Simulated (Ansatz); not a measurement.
## Cu under changes of volume

One of the cells (11.810 Å³/atom); the others are scaled copies at fixed shape and fractional positions:

```
CELL_PARAMETERS angstrom
0.00000 1.80750 1.80750
1.80750 0.00000 1.80750
1.80750 1.80750 0.00000
ATOMIC_POSITIONS crystal
Cu 0.00000 0.00000 0.00000
```

| Item | Value |
| --- | --- |
| Program | Ansatz 0.2.0 |
| Functional | PBE |
| Potentials or basis | all-electron LAPW, relativistic spinors |
| Cutoff | 295 eV (chosen from the basis error) |
| Basis error allowed | 0.001 eV/atom |
| k mesh | 10 × 10 × 10 |
| Occupations | gaussian, width 0.025 eV |
| Spin | spin-orbit coupling, no magnetisation |

```csv
volume (Å³/atom),energy over the lowest point (meV/atom),pressure (GPa)
11.102,?,?
11.338,16.64,8.7
11.574,6.29,5.2
11.810,0.90,2.1
12.047,0.00,-0.8
12.283,3.04,-3.3
12.519,9.64,-5.6
```

Problem. What does the run at 11.102 Å³/atom give?

Solution. Energy over the lowest point 32.28 meV/atom; pressure 12.5 GPa.

Worked out: A Birch-Murnaghan fit of order 3 (a polynomial in V^(-2/3)) to the other rows has its minimum at 11.98 Å³/atom with B0 = V·E''(V) = 141 GPa and B' = 4.8. It gives 32.59 meV/atom at 11.102 Å³/atom, against the run's 32.28, and -dE/dV = 12.9 GPa, against 12.5.

Energies are extrapolated to zero smearing.

Caveats: the k mesh is thin for a metal, which can move the energy by tens of meV per atom.
